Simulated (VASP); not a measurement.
Runs of VASP 6.6.1 on WS2 (Tungstenite). The cell holds a slab with vacuum, 6 atoms: a = 3.157 Å, b = 3.157 Å, c = 44.443 Å, α = 90.00°, β = 90.00°, γ = 120.00°. 

```csv
task,potentials or basis,cell,k mesh,smearing,dipole correction,further INCAR settings,gap on the mesh (eV),pressure (GPa),largest force (eV/Å)
single point,"VASP PAW PBE potentials, release 64 (S, W_sv)","P-3m1, 63.93 Å³/atom",12 × 12 × 1,gaussian 0.02 eV,yes,ALGO = Fast; EDIFF = 1e-06; NBANDS = 35,1.37,-,0.01
single point,"VASP PAW PBE potentials, release 64 (W_sv, S)","P6_3/mmc, 17.43 Å³/atom",12 × 12 × 4,gaussian 0.02 eV,no,ALGO = Fast; EDIFF = 1e-06; NBANDS = 35,0.91,0.0,-
electric field gradients,"VASP PAW PBE potentials, release 64 (W_sv, S)","P6_3/mmc, 17.43 Å³/atom",12 × 12 × 4,gaussian 0.01 eV,no,ALGO = Fast; EDIFF = 1e-08; NBANDS = 35,0.91,0.0,-
single point,"VASP PAW PBE potentials, release 64 (S, W_sv)","P-3m1, 63.8 Å³/atom",12 × 12 × 1,gaussian 0.02 eV,yes,ALGO = Fast; EDIFF = 1e-06; NBANDS = 35,(a),-,0.05
```

Alike in all rows: level PBE+D3(BJ); no spin polarisation; cutoff (eV) 520.

**Question.** Estimate the missing entries.

**Answer.** (a) 1.36.

Caveats: spin-orbit coupling is left out, which moves the levels of the heavy elements.

A k mesh can miss the band edges, and the runs leave out spin-orbit coupling on W.
